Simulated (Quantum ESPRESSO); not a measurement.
# Exchange energy and Ni moments of rocksalt NiO under biaxial strain at fixed z length, PBE+U (U = 6 eV)

I have to decide whether the magnetic coupling of a strained NiO film can be taken from the unstrained crystal, or whether strain must enter the model. The question matters for antiferromagnetic spintronic layers, where the coupling between Ni spins helps to set both the ordering temperature and the spin-wave energies. I calculate the energy of one opposed spin order less that of the parallel order, per Ni atom, so that a negative value favours opposed spins. The x and y lengths are scaled from 0.97 to 1.03 of those of the cell typed from measured lattice constants, while z is held. Alongside the energies I follow the spin moment inside the Ni spheres.

## How the numbers were made

One system, NiO (rocksalt, Fm-3m), 2 atom(s) a primitive cell, from cells typed from measured lattice constants. Quantum ESPRESSO 7.5, plane waves with GBRV 1.5 PBE pseudopotentials, cutoff 544 eV, Fermi-Dirac smearing of 0.05 eV, k meshes whose coarsest spacing along a reciprocal vector is 0.26 to 0.27 1/Å over all runs (2π included). Functional: PBE with Hubbard U (eV) Ni 6 on orthogonalised atomic projectors; collinear spins, no spin-orbit coupling. Atoms stay at fixed fractions of the cell and the mesh divisions are held. In the given cell the shortest lattice vector along z is 4.177 Å long and the shortest in the xy plane 2.954 Å. At each point the moments on Ni are started parallel, opposed (signs +-, cell doubled at q = (0,0,1/2) of the reciprocal vectors) and without spin polarisation. Of the opposed order at the middle point, it reverses 6 of 12 magnetic neighbours at 2.95 Å and 6 of 6 magnetic neighbours at 4.18 Å. Runs that did not converge or carry a known fault are not listed. The same in all rows: net spin moment of that run per magnetic atom: 2.0000 μB; metal or insulator in the run from the parallel start, judged by its smearing entropy or density of states at the Fermi energy (a gap under a few smearing widths counts as a metal): insulator.

Notes on method and selection:

- Each state is what a run reaches from typed starting moments; only a few collinear orders were started, so the lowest found need not be the ground state. Spin-orbit coupling is left out of these energies, which are free energies at the smearing width. A magnetic atom is one that was given a starting moment.
- Site moments count the spin inside each program's own atomic sphere, so they depend somewhat on its radius and leave out the spin between the spheres.
- Under a Hubbard U the orbital state was not searched.
- Quantum ESPRESSO sets the radius of an element's spheres to about 0.41 of its shortest distance to a neighbour, so it changes from cell to cell and the site moment with it.
- A measured moment is set beside the table only where the run ends ferromagnetic and the measured order is ferromagnetic too.
- Runs that did not converge, have known faults or may not be shown are not listed, and runs on Ansatz's PAW sets soft_1 and soft_2 are kept to separate tables.

Columns:

- biaxial strain: factor on the x and y lengths of the cell, z held.
- moment (μB): largest site spin moment reached from the parallel start.
- moment, opposed (μB): largest site spin moment reached from the opposed start.
- magnetic distance (Å): shortest distance between magnetic atoms.
- E(opposed) - E(parallel) (meV): energy of the run from the opposed start less that of the parallel start, per magnetic atom (positive: parallel is favoured); blank where a pattern was lost.

Input lines of one member:

```
&SYSTEM
  ecutwfc = 40
  ecutrho = 280
  nbnd = 20
  occupations = 'smearing'
  smearing = 'fd'
  degauss = 0.00367493
  nspin = 2
  starting_magnetization(1) = 0.1111
  starting_magnetization(2) = 0
/
&ELECTRONS
  conv_thr = 4d-09
  mixing_beta = 0.3
/
K_POINTS automatic
10 10 10 0 0 0
HUBBARD {ortho-atomic}
U Ni-3d 6.0000
```

Command (options for logging and memory left out): `pw.x -in pw.in`

## Table of results

| member | biaxial strain | moment (μB) | moment, opposed (μB) | magnetic distance (Å) | E(opposed) - E(parallel) (meV) |
| --- | --- | --- | --- | --- | --- |
| 0.97 | 0.97 | 1.71 | 1.65 | 2.865 | −125.1 |
| 0.98 | 0.98 | 1.72 | 1.66 | 2.895 | −117.2 |
| 0.99 | 0.99 | 1.72 | 1.67 | 2.924 | −110.0 |
| 1 | 1.00 | 1.73 | 1.68 | 2.954 | −103.2 |
| 1.01 | 1.01 | ? | ? | ? | ? |
| 1.02 | 1.02 | 1.73 | 1.68 | 2.983 | −91.4 |
| 1.03 | 1.03 | 1.74 | 1.69 | 2.998 | −86.2 |

Cells marked ? are withheld until the estimate has been made.

## Why the values move as they do

The opposed order is favoured in every row shown, and its advantage shrinks as the plane is stretched, from 125.1 meV at 0.97 to 86.2 meV at 1.03. The mean slope is (125.1 − 103.2) / 3 = 7.3 meV per percent on the compressed side and (103.2 − 86.2) / 3 = 5.7 meV per percent on the stretched side.

I attribute this to superexchange through oxygen. The opposed order reverses all six Ni neighbours that sit across an oxygen in a straight Ni–O–Ni line. Four of these lines lie in the plane and lengthen with the strain factor s, while the two along z keep their length. Longer bonds mean weaker Ni–O hopping and weaker coupling. If only these lines counted, the energy would follow −103.2 × (1/3 + 2/3 × s^−n). Solved for n, the end rows give roughly 9.1 at 0.97 and roughly 9.6 at 1.03. With the mean, 9.3, the formula misses the five strained rows by typically 0.4 meV, against a scatter of 15 meV about the mean of the column. Such an exponent is close to the rough tenth power of distance familiar for superexchange in insulators, although it also absorbs any change in the weaker nearest-neighbour coupling.

The moments hardly respond. The net moment stays at 2 μB per Ni in the parallel run, as expected for two unpaired e_g electrons. The site moment rises only from 1.71 to 1.74 μB, and part of the rise below s = 1 may come from the Ni sphere, which grows with the shortest Ni–O distance. Strain therefore changes the coupling between the spins much more than their size.

For a film the slopes are probably too steep. A stretched film that is free along z would normally contract there, which would strengthen the two vertical Ni–O–Ni lines and offset part of the loss.

## Predicting the missing value

Plain estimates from the members shown:

- 1.01, straight-line interpolation between 1 and 1.02: w = (1.01 − 1.00) / (1.02 − 1.00) = 0.500, so −103.2 + 0.500 × (−91.4 − (−103.2)) = −97.3 meV

The member at 1.01 lies between two calculated neighbours, so I start from the straight-line value of −97.3 meV and correct it for curvature. The shortest magnetic distance changes from an in-plane pair to an out-of-plane pair at s = 1, but each individual bond length varies smoothly, and I expect no kink in the energy.

The rows show how far a midpoint lies above the straight line between its neighbours:

- At 0.98 the line gives (−125.1 − 110.0) / 2 = −117.55, and the row lies −117.2 − (−117.55) = 0.35 meV higher.
- At 0.99 it gives (−117.2 − 103.2) / 2 = −110.2, and the row lies −110.0 − (−110.2) = 0.20 meV higher.
- At 1.00, from 0.98 and 1.02, it gives (−117.2 − 91.4) / 2 = −104.3, and the row lies 1.1 meV higher. The span is doubled and the offset grows as its square, so this counts as 1.1 / 4 = 0.275 meV.

The mean offset is 0.275 meV, which gives −97.3 + 0.275 = −97.0 meV.

As a trial I predict 0.99 with the offset found at 1.00 alone, because the one at 0.98 already uses the 0.99 energy. This gives −110.2 + 0.275 = −109.925 meV against −110.0 meV in the table. The miss, rounded to 0.1 meV, is similar to the scatter of the three offsets, and I take it as one standard deviation.

**Committed estimate, 1.01: E(opposed) - E(parallel) = −97.0 ± 0.1 meV.**

## The withheld result

| member | biaxial strain | moment (μB) | moment, opposed (μB) | magnetic distance (Å) | E(opposed) - E(parallel) (meV) |
| --- | --- | --- | --- | --- | --- |
| 1.01 | 1.01 | 1.73 | 1.68 | 2.968 | −97.1 |

| member | estimate | E(opposed) - E(parallel) (meV) | computed | estimate − computed | miss in error bars |
| --- | --- | --- | --- | --- | --- |
| 1.01 | committed | −97.0 | −97.1 | +0.1 | 1.0 |
| 1.01 | interpolation | −97.3 | −97.1 | −0.2 |  |

The estimate of −97.0 meV missed the computed −97.1 meV by 0.1 meV, which is just at the edge of its error bar. The straight line, at −97.3 meV, missed by 0.2 meV, so the curvature correction had the right sign and brought a small gain, though one no larger than the last printed digit.

The expectation of a smooth energy through s = 1 also held. The line between the two neighbours of the unstrained cell now gives (−110.0 − 97.1) / 2 = −103.55 meV, and the row lies −103.2 − (−103.55) = 0.35 meV above it, much as at the other midpoints. The change of the shortest Ni–Ni pair from in-plane to out-of-plane therefore leaves no visible kink.

The superexchange formula, with its exponent left at 9.3, gives −103.2 × (1/3 + 2/3 × 1.01^−9.3) = −97.1 meV, as computed. This agrees with coupling through the stretched Ni–O–Ni lines, but it is a mild test, because any smooth curve through the neighbouring rows would come close.

## Where the trend breaks

No row stands out. The largest departures from the superexchange formula are at the two ends, where the computed energies are less negative by 0.6 meV at 0.97 and 0.5 meV at 1.03. An exponent that grows slowly with bond length would give this sign at both ends, and so might a small contribution from the nearest Ni neighbours.

## Conclusions and limits

Strain has to enter the film model through the coupling, while the Ni moment can be kept fixed. Between 0.97 and 1.03, a member midway between rows 2% apart can be estimated to a few tenths of a meV by a straight line.

Around the unstrained cell the slope is (110.0 − 97.1) / 2 = 6.45 meV per percent, or 6.45 / 103.2 = 6.3% of the coupling per percent of strain. If the Ni–O–Ni lines dominate, mean-field theory lowers the ordering temperature by the same fraction on stretching at fixed z. In a film free to contract along z the loss would be smaller. There are half as many Ni–O–Ni lines along z as in the plane, so a contraction as large as the in-plane stretch would make up about half of the loss, and a smaller contraction less.

All rows use U = 6 eV. A smaller U would make the virtual hops between Ni ions cheaper and the coupling stronger, so the absolute energies depend on that choice. Spin-orbit coupling should change these energy differences far less.

[Logs are printed without paths, hosts, clocks, repeated set-up lines and the standing remarks that a program may print on its own settings, such as how far it seeks lower states.]
